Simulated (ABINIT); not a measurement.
# BP (F-43m) in ABINIT: further runs, part 2 of 2

ABINIT 10.8.3 (patched build).

### Step 3. Single point, PBE0

Contents of run.abi:

```
# Pseudopotentials
pp_dirpath "./"
pseudos "P.upf, B.upf"

# Structure
acell 3.208850573 3.208850573 3.208850573 Angstrom
rprim
     0.0000000000     0.7071067812     0.7071067812
     0.7071067812     0.0000000000     0.7071067812
     0.7071067812     0.7071067812     0.0000000000
ntypat 2
znucl 15 5
natom 2
typat 1 2
xred
     0.7500000000     0.7500000000     0.7500000000
     0.0000000000     0.0000000000     0.0000000000

# Plane-wave basis
ecut 28.0

# k points
kptopt 1
ngkpt 8 8 8
nshiftk 1
shiftk 0.0 0.0 0.0

# Exchange and correlation
ixc 41
fockdownsampling 2 2 2

# Bands and occupations
nband 6
occopt 1

# SCF cycle
nstep 60
diemac 6.0
toldfe 1.0e-7

# Output
iomode 3
prtwf 0
prtden 0
prteig 0
prtebands 0
enunit 2
```

Potentials or basis: PseudoDojo NC SR PBE v0.4.1 standard.

The run is started by

```sh
$ mpirun --bind-to none -np 4 abinit run.abi > log 2>&1
```

run.abo:

```text
.Version 10.8.3 of ABINIT
 Symmetries : space group F-4 3 m (#216); Bravais cF (face-center cubic)
================================================================================
 Values of the parameters that define the memory need of the present run
     intxc =       0    ionmov =       0      iscf =       7    lmnmax =       6
     lnmax =       6     mgfft =      30  mpssoang =       3    mqgrid =    3001
     natom =       2  nloc_mem =       1    nspden =       1   nspinor =       1
    nsppol =       1      nsym =      24    n1xccc =    2501    ntypat =       2
    occopt =       1   xclevel =       2
       mpw =        1139          nfft =       27000          nkpt =          29
================================================================================
================================================================================

--------------------------------------------------------------------------------
------------- Echo of variables that govern the present computation ------------
--------------------------------------------------------------------------------
 -outvars: echo values of preprocessed input variables --------
            acell      6.0638487619E+00  6.0638487619E+00  6.0638487619E+00 Bohr
              amu      3.09737620E+01  1.08110000E+01
           diemac      6.00000000E+00
             ecut      2.80000000E+01 Hartree
           enunit           2
 fockdownsampling           2       2       2
              ixc          41
                       outvar_i_n : Printing only first  50 k-points.
         kptrlatt        8    0    0      0    8    0      0    0    8
          kptrlen      4.85107901E+01
            natom           2
            nband           6
          nbandhf           4
            ngfft          30      30      30
             nkpt          29
           nkpthf          64
            nstep          60
             nsym          24
           ntypat           2
        optforces           0
        optstress           0
           prtden           0
        prtebands           0
           prteig           0
            prtwf           0
            rprim      0.0000000000E+00  7.0710678120E-01  7.0710678120E-01
                       7.0710678120E-01  0.0000000000E+00  7.0710678120E-01
                       7.0710678120E-01  7.0710678120E-01  0.0000000000E+00
          spgroup         216
           toldfe      1.00000000E-07 Hartree
            typat      1  2
          usefock           1
[... 95 lines left out ...]

 Integrated electronic density in atomic spheres:
 ------------------------------------------------
 Atom  Sphere_radius  Integrated_density
    1        2.00000          2.92680005
    2        2.00000          2.70711824
================================================================================

 ----iterations are completed or convergence reached----

 Mean square residual over all n,k,spin=   16.702E-08; max=  14.875E-06
 reduced coordinates (array xred) for    2 atoms
       0.750000000000      0.750000000000      0.750000000000
       0.000000000000      0.000000000000      0.000000000000

 cartesian coordinates (angstrom) at end:
    1      3.40350000003871     3.40350000003871     3.40350000003871
    2      0.00000000000000     0.00000000000000     0.00000000000000
 length scales=  6.063848761932  6.063848761932  6.063848761932 bohr
              =  3.208850573000  3.208850573000  3.208850573000 angstroms
 Fermi (or HOMO) energy (hartree) =   0.23690   Average Vxc (hartree)=  -0.31699
 Eigenvalues (hartree) for nkpt=  29  k points:
 kpt#   1, nband=  6, wtk=  0.00195, kpt=  0.0000  0.0000  0.0000 (reduced coord)
  -0.39253    0.23690    0.23690    0.23690    0.42441    0.42441
 prteigrs : prtvol=0 or 1, do not print more k-points.

 Fermi (or HOMO) energy (eV) =   6.44646   Average Vxc (eV)=  -8.62574
 Eigenvalues (   eV  ) for nkpt=  29  k points:
 kpt#   1, nband=  6, wtk=  0.00195, kpt=  0.0000  0.0000  0.0000 (reduced coord)
 -10.68134    6.44646    6.44646    6.44646   11.54883   11.54883
 prteigrs : prtvol=0 or 1, do not print more k-points.

--- !EnergyTerms
iteration_state     : {dtset: 1, }
comment             : Components of total free energy in Hartree
kinetic             :  4.63328879753635E+00
hartree             :  6.33110348966364E-01
xc                  : -2.69949152777659E+00
Ewald energy        : -1.04916197635783E+01
psp_core            :  5.80861330031355E-01
local_psp           : -2.95712975709468E+00
non_local_psp+x     :  3.98792885882708E-01
total_energy        : -9.90218768603276E+00
...

--- !EnergyTermsDC
iteration_state     : {dtset: 1, }
comment             : '"Double-counting" decomposition of free energy'
band_energy         : -2.12198998103721E-01
Ewald energy        : -1.04916197635783E+01
psp_core            :  5.80861330031355E-01
xc_dc               :  2.20769182061740E-01
total_energy_dc     : -9.90218824958891E+00
...

== END DATASET(S) ==============================================================
================================================================================

 -outvars: echo values of variables after computation  --------
            acell      6.0638487619E+00  6.0638487619E+00  6.0638487619E+00 Bohr
           etotal     -9.9021876860E+00
            fcart      9.9999999999E+99  9.9999999999E+99  9.9999999999E+99
                       9.9999999999E+99  9.9999999999E+99  9.9999999999E+99
            rprim      0.0000000000E+00  7.0710678120E-01  7.0710678120E-01
                       7.0710678120E-01  0.0000000000E+00  7.0710678120E-01
                       7.0710678120E-01  7.0710678120E-01  0.0000000000E+00
           strten      9.9999999999E+99  9.9999999999E+99  9.9999999999E+99
                       9.9999999999E+99  9.9999999999E+99  9.9999999999E+99
           xangst      3.4035000000E+00  3.4035000000E+00  3.4035000000E+00
                       0.0000000000E+00  0.0000000000E+00  0.0000000000E+00
             xred      7.5000000000E-01  7.5000000000E-01  7.5000000000E-01
                       0.0000000000E+00  0.0000000000E+00  0.0000000000E+00
 Calculation completed.
```

It took 4.5 min on 4 MPI ranks of Arm Neoverse V2, shared host; peak memory 0.28 GiB.

What came out:

```yaml
Free_energy: -269.4523 eV
Band_gap_on_the_k_mesh: 2.81 eV, indirect (least direct gap 5.10 eV)
Valence_electrons_inside_the_program's_atomic_spheres: P 2.93; B 2.71
```

Levels at points of the mesh, in eV from the valence-band top:
```csv
k point,band 1,band 2,band 3,band 4,band 5,band 6
"(0.00, 0.00, 0.00)",-17.13,0.00,0.00,0.00,5.10,5.10
"(0.50, 0.00, 0.00)",-13.44,-10.03,-1.95,-1.95,5.55,6.51
"(0.50, 0.50, 0.00)",-11.71,-9.61,-4.55,-4.55,2.88,3.22
```

 A k mesh can miss the band edges.

### Step 4. Single point, B3LYP

Contents of run.abi:

```
# Pseudopotentials
pp_dirpath "./"
pseudos "15_P_5_1.8_1.9_pbe_n_v1.0.psp8, 05_B_3_1.5_1.7_pbe_n_v1.0.psp8"

# Structure
acell 6.0638487579 6.0638487579 6.0638487579
rprim
     0.0000000000     0.7071067812     0.7071067812
     0.7071067812     0.0000000000     0.7071067812
     0.7071067812     0.7071067812     0.0000000000
ntypat 2
znucl 15 5
natom 2
typat 1 2
xcart
     3.4035000000     3.4035000000     3.4035000000
     0.0000000000     0.0000000000     0.0000000000 Angstrom

# Plane-wave basis
ecut 22.0

# k points
kptopt 1
ngkpt 8 8 8
nshiftk 1
shiftk 0.0 0.0 0.0

# Exchange and correlation
ixc -402
fockdownsampling 2 2 2

# Bands and occupations
nband 8
occopt 3
tsmear 0.05 eV

# SCF cycle
nstep 60
toldfe 1.0e-7

# Output
iomode 3
prtwf 0
prtden 0
prteig 0
prtebands 0
enunit 1
```

Potentials or basis: SPMS NC PBE v1.0.

The run is started by

```sh
$ mpirun --bind-to none -np 4 abinit run.abi > log 2>&1
```

Wall time 4.2 min (4 MPI ranks of Arm Neoverse V2, shared host); peak memory 0.28 GiB.

It converged, with:

```
Free energy                                           : -268.1056 eV
Band gap on the k mesh                                : 2.82 eV, indirect (least direct gap 4.99 eV)
Valence electrons inside the program's atomic spheres : P 2.94; B 2.73
```

Levels at points of the mesh, in eV from the valence-band top:
```
           k point  band 1  band 2  band 3  band 4  band 5  band 6  band 7  band 8
(0.00, 0.00, 0.00)  -16.65    0.00    0.00    0.00    4.99    4.99    4.99    9.16
(0.50, 0.00, 0.00)  -13.11   -9.63   -1.87   -1.87    5.35    6.42    6.42   12.19
(0.50, 0.50, 0.00)  -11.44   -9.28   -4.35   -4.35    2.90    3.24   14.23   14.23
```

### Step 5. Overview

```tsv
level	potentials or basis	cutoff (eV)	smearing	share of exact exchange	inner loops (nnsclo)	other keys	gap on the mesh (eV)
PBE0	SPMS NC PBE v1.0	599	fixed	0.1	2	hyb_mixing = 0.1; nnsclo = 2	1.88
PBE0	PseudoDojo NC SR PBE v0.4.1 standard	762	fixed	-	-	-	2.81
B3LYP	SPMS NC PBE v1.0	599	fermi-dirac 0.05 eV	-	-	-	2.82
```

Alike in all rows: task single point; no spin polarisation; cell as given; k mesh 8 × 8 × 8.

Absolute energies hang on the potentials; compare differences alone.
